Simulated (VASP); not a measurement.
# CdS in VASP: one cell, several levels of theory, part 2 of 2

VASP 6.6.1, plane waves, PAW. The steps go on from the part before.

## (3) Single point with r2SCAN

INCAR reads:

```
ENCUT = 520.000000
SIGMA = 0.010000
EDIFF = 1.00e-07
ALGO = Normal
METAGGA = R2SCAN
PREC = Accurate
IBRION = -1
ISIF = 2
ISMEAR = 0
NBANDS = 16
NELM = 120
NSW = 0
LASPH = .TRUE.
LCHARG = .FALSE.
LWAVE = .FALSE.
LREAL = .FALSE.
```

KPOINTS reads:

```
KPOINTS created by Atomic Simulation Environment
0
Gamma
8 8 8
0 0 0
```

KPOINTS_OPT reads:

```
special points
6
Reciprocal
0.0000000000 0.0000000000 0.0000000000 1
-0.5000000000 -0.5000000000 0.0000000000 1
-0.3750000000 -0.3750000000 0.2500000000 1
-0.3750000000 0.0000000000 0.3750000000 1
0.0000000000 0.0000000000 0.5000000000 1
-0.5000000000 -0.2500000000 0.2500000000 1
```

POSCAR reads:

```
Cd S
 1.0000000000000000
     0.0000000000000000    3.0567834368000000    3.0567834368000000
     3.0567834368000000    0.0000000000000000    3.0567834368000000
     3.0567834368000000    3.0567834368000000    0.0000000000000000
 Cd  S
   1   1
Cartesian
  0.0000000000000000  0.0000000000000000  0.0000000000000000
  1.5283917183999998  1.5283917183999998  1.5283917183999998
```

Command:

```
$ mpirun -np 1 vasp_std
```

Standard output, without the iteration lines:

```text
POSCAR found type information on POSCAR CdS
 POSCAR found :  2 types and       2 ions
 -----------------------------------------------------------------------------
|                                                                             |
|                                                                             |
|     You enforced a specific xc type in the INCAR file but a different       |
|     I HOPE YOU KNOW WHAT YOU ARE DOING!                                     |
|                                                                             |
 -----------------------------------------------------------------------------

 LDA part: xc-table for (None), standard interpolation
 POSCAR, INCAR and KPOINTS ok, starting setup
 FFT: planning ... GRIDC
 FFT: planning ... GRID_SOFT
 FFT: planning ... GRID
 WAVECAR not read
 entering main loop
 Start KPOINTS_OPT (optional k-point list driver)
k-point batch [1-6\6]
```

OSZICAR:

```text
N       E                     dE             d eps       ncg     rms          rms(c)
DAV:   1     0.856849296405E+02    0.85685E+02   -0.89864E+03   928   0.102E+03
DAV:   2    -0.300519064678E+02   -0.11574E+03   -0.10836E+03  1128   0.256E+02
DAV:   3    -0.348004260398E+02   -0.47485E+01   -0.47387E+01  1112   0.540E+01
DAV:   4    -0.348303167237E+02   -0.29891E-01   -0.29888E-01  1200   0.427E+00
DAV:   5    -0.348307206269E+02   -0.40390E-03   -0.40389E-03  1160   0.460E-01    0.571E+00
DAV:   6    -0.295788867991E+02    0.52518E+01   -0.33058E+00   992   0.249E+01    0.764E+00
DAV:   7    -0.295484399764E+02    0.30447E-01   -0.27343E-01  1192   0.523E+00    0.463E+00
DAV:   8    -0.295689547680E+02   -0.20515E-01   -0.60506E-02  1152   0.270E+00    0.111E+00
DAV:   9    -0.295746376844E+02   -0.56829E-02   -0.86452E-03  1240   0.788E-01    0.224E-01
DAV:  10    -0.295750378868E+02   -0.40020E-03   -0.28631E-03  1136   0.545E-01    0.192E-01
DAV:  11    -0.295749876847E+02    0.50202E-04   -0.18161E-04  1128   0.189E-01    0.109E-01
DAV:  12    -0.295749496085E+02    0.38076E-04   -0.22432E-04  1168   0.161E-01    0.281E-02
DAV:  13    -0.295749492742E+02    0.33428E-06   -0.34070E-06  1160   0.170E-02    0.956E-03
DAV:  14    -0.295749485558E+02    0.71842E-06   -0.34088E-07  1104   0.635E-03    0.196E-03
DAV:  15    -0.295749484049E+02    0.15083E-06   -0.93044E-08   776   0.290E-03    0.433E-04
DAV:  16    -0.295749484370E+02   -0.32066E-07   -0.10201E-08   560   0.110E-03
   1 F= -.29574948E+02 E0= -.29574948E+02  d E =-.101489E-27
       N       E                     dE             ncg
DAV:   1     0.698718957563E+03   -0.28818E+04      200
DAV:   2     0.840510485899E+02   -0.61467E+03      240
DAV:   3     0.608735024662E+02   -0.23178E+02      256
DAV:   4     0.607436077770E+02   -0.12989E+00      248
DAV:   5     0.607416521042E+02   -0.19557E-02      240
DAV:   6     0.607416084063E+02   -0.43698E-04      248
DAV:   7     0.607416071865E+02   -0.12198E-05      240
DAV:   8     0.607416071519E+02   -0.34582E-07      208
```

From OUTCAR:

```text
k-points           NKPTS =     29   k-points in BZ     NKDIM =     29   number of bands    NBANDS=     16

   NELECT =      18.0000    total number of electrons

   dimension x,y,z NGX =    32 NGY =   32 NGZ =   32
   dimension x,y,z NGXF=    64 NGYF=   64 NGZF=   64

  energy-cutoff  :      520.00
  volume of cell :       57.12
      direct lattice vectors                 reciprocal lattice vectors
     0.000000000  3.056783437  3.056783437    -0.163570632  0.163570632  0.163570632
     3.056783437  0.000000000  3.056783437     0.163570632 -0.163570632  0.163570632
     3.056783437  3.056783437  0.000000000     0.163570632  0.163570632 -0.163570632

 k-points in reciprocal lattice and weights: KPOINTS created by Atomic Simulation Env
   0.00000000  0.00000000  0.00000000       0.002
   0.12500000  0.00000000  0.00000000       0.016
   0.25000000  0.00000000  0.00000000       0.016
   0.37500000  0.00000000  0.00000000       0.016
   0.50000000  0.00000000  0.00000000       0.008
   0.12500000  0.12500000  0.00000000       0.012
   0.25000000  0.12500000  0.00000000       0.047
   0.37500000  0.12500000  0.00000000       0.047
[... 21 more k-points ...]

 E-fermi :   0.0230

 k-point     1 :       0.0000    0.0000    0.0000
  band No.  band energies     occupation
      1     -12.1399      2.00000
      2      -7.6313      2.00000
      3      -7.6313      2.00000
      4      -7.6313      2.00000
      5      -7.2981      2.00000
      6      -7.2981      2.00000
      7      -0.0506      2.00000
      8      -0.0506      2.00000
      9      -0.0506      2.00000
     10       1.2036      0.00000
     11       7.0011      0.00000
     12       7.0011      0.00000
     13       7.0011      0.00000
     14      11.0437      0.00000
     15      11.7165      0.00000
     16      11.7165      0.00000

 k-point     2 :       0.1250    0.0000    0.0000
  band No.  band energies     occupation
      1     -12.0947      2.00000
      2      -7.6155      2.00000
      3      -7.6155      2.00000
      4      -7.5816      2.00000
      5      -7.2984      2.00000
      6      -7.2984      2.00000
      7      -0.9399      2.00000
      8      -0.1438      2.00000
      9      -0.1438      2.00000
     10       1.9821      0.00000
     11       6.6609      0.00000
     12       7.1717      0.00000
     13       7.1717      0.00000
     14      11.1226      0.00000
     15      11.1226      0.00000
     16      11.7343      0.00000

 k-point     3 :       0.2500    0.0000    0.0000
  band No.  band energies     occupation
      1     -11.9853      2.00000
      2      -7.5810      2.00000
      3      -7.5810      2.00000
      4      -7.4214      2.00000
      5      -7.2945      2.00000
      6      -7.2945      2.00000
      7      -2.2119      2.00000
      8      -0.3560      2.00000
      9      -0.3560      2.00000
     10       2.8206      0.00000
     11       6.4888      0.00000
     12       7.4295      0.00000
     13       7.4295      0.00000
     14      10.8933      0.00000
     15      10.8933      0.00000
     16      11.2491      0.00000

 k-point     4 :       0.3750    0.0000    0.0000
  band No.  band energies     occupation
      1     -11.8762      2.00000
      2      -7.5538      2.00000
      3      -7.5538      2.00000
      4      -7.2817      2.00000
      5      -7.2816      2.00000
      6      -7.1723      2.00000
      7      -3.2687      2.00000
      8      -0.5536      2.00000
      9      -0.5536      2.00000
     10       3.1270      0.00000
     11       6.9886      0.00000
     12       7.4334      0.00000
     13       7.4334      0.00000
     14      10.8996      0.00000
     15      11.7093      0.00000
     16      11.7093      0.00000

 k-point     5 :       0.5000    0.0000    0.0000
  band No.  band energies     occupation
      1     -11.8313      2.00000
      2      -7.5452      2.00000
      3      -7.5451      2.00000
      4      -7.2732      2.00000
      5      -7.2732      2.00000
      6      -7.0233      2.00000
      7      -3.7118      2.00000
      8      -0.6320      2.00000
      9      -0.6320      2.00000
     10       3.1605      0.00000
     11       7.3644      0.00000
     12       7.3785      0.00000
     13       7.3785      0.00000
     14      10.9947      0.00000
     15      12.7591      0.00000
     16      12.7591      0.00000

 k-point     6 :       0.1250    0.1250    0.0000
  band No.  band energies     occupation
      1     -12.0798      2.00000
      2      -7.6000      2.00000
      3      -7.6000      2.00000
      4      -7.5856      2.00000
      5      -7.3077      2.00000
      6      -7.2897      2.00000
      7      -0.9653      2.00000
      8      -0.2997      2.00000
      9      -0.2997      2.00000
     10       2.2435      0.00000
     11       6.2921      0.00000
     12       7.3843      0.00000
     13       7.3843      0.00000
     14      10.1012      0.00000
     15      11.8383      0.00000
     16      12.2241      0.00000

 k-point     7 :       0.2500    0.1250    0.0000
  band No.  band energies     occupation
      1     -11.9920      2.00000
      2      -7.5759      2.00000
      3      -7.5632      2.00000
      4      -7.4704      2.00000
      5      -7.3077      2.00000
      6      -7.2814      2.00000
      7      -1.9048      2.00000
      8      -0.5485      2.00000
      9      -0.5076      2.00000
     10       3.0423      0.00000
     11       5.9421      0.00000
     12       7.5499      0.00000
     13       7.7594      0.00000
     14       9.6812      0.00000
     15      11.7189      0.00000
     16      12.5653      0.00000

 k-point     8 :       0.3750    0.1250    0.0000
  band No.  band energies     occupation
      1     -11.8834      2.00000
      2      -7.5492      2.00000
      3      -7.5321      2.00000
      4      -7.3322      2.00000
      5      -7.2718      2.00000
      6      -7.2079      2.00000
      7      -2.9415      2.00000
      8      -0.7906      2.00000
      9      -0.7400      2.00000
     10       3.5509      0.00000
     11       6.2351      0.00000
     12       7.3692      0.00000
     13       7.8580      0.00000
     14      10.4172      0.00000
     15      12.0998      0.00000
     16      12.2181      0.00000

[... the tables of k-points 9 to 29 left out ...]

  Total       -1.8911567     -1.8911567     -1.8911567     -0.0000000     -0.0000000     -0.0000000
  in kB      -53.0412922    -53.0412922    -53.0412922     -0.0000000     -0.0000000     -0.0000000
  external PRESSURE =     -53.0412922 kB  Pullay stress =       0.0000000 kB

 POSITION                                       TOTAL-FORCE (eV/Angst)
 -----------------------------------------------------------------------------------
      0.00000      0.00000      0.00000        -0.000000     -0.000000     -0.000000
      1.52839      1.52839      1.52839         0.000000      0.000000      0.000000
 -----------------------------------------------------------------------------------
    total drift:                                0.000001      0.000001      0.000002

  FREE ENERGIE OF THE ION-ELECTRON SYSTEM (eV)
  ---------------------------------------------------
  free  energy   TOTEN  =       -29.5749484370 eV

  energy  without entropy=      -29.5749484370  energy(sigma->0) =      -29.57494844
```

It took 54 s on 1 MPI rank of Intel Xeon Platinum 8488C, shared host; peak memory 0.19 GiB.

The levels at the points of KPOINTS_OPT are read from vasprun.xml.

Band energies at the special points (eV, zero at the top of v, the last band that the electrons fill by count):

| point | v−1 | v | c | c+1 |
| --- | --- | --- | --- | --- |
| Γ | 0.00 | 0.00 | 1.25 | 7.05 |
| X | -1.47 | -1.47 | 4.03 | 4.51 |
| U | -2.02 | -1.20 | 4.53 | 5.52 |
| K | -2.02 | -1.20 | 4.53 | 5.52 |
| L | -0.58 | -0.58 | 3.21 | 7.42 |
| W | -1.78 | -1.74 | 5.31 | 5.70 |

The r2SCAN gap is 1.25 eV, direct at Γ. Pressure: -5.30 GPa; the forces vanish within 0.01 eV/Å.

## (4) Results

The summary covers parts 1 to 2.

```
 level  gap (eV)  pressure (GPa)
   PBE      0.83           -3.82
r2SCAN      1.25           -5.30
```

The gap runs from 0.83 eV (PBE) to 1.25 eV (r2SCAN). At this one volume the pressure spans -5.3 GPa (r2SCAN) to -3.8 GPa (PBE): PBE wants the largest cell and r2SCAN the smallest.
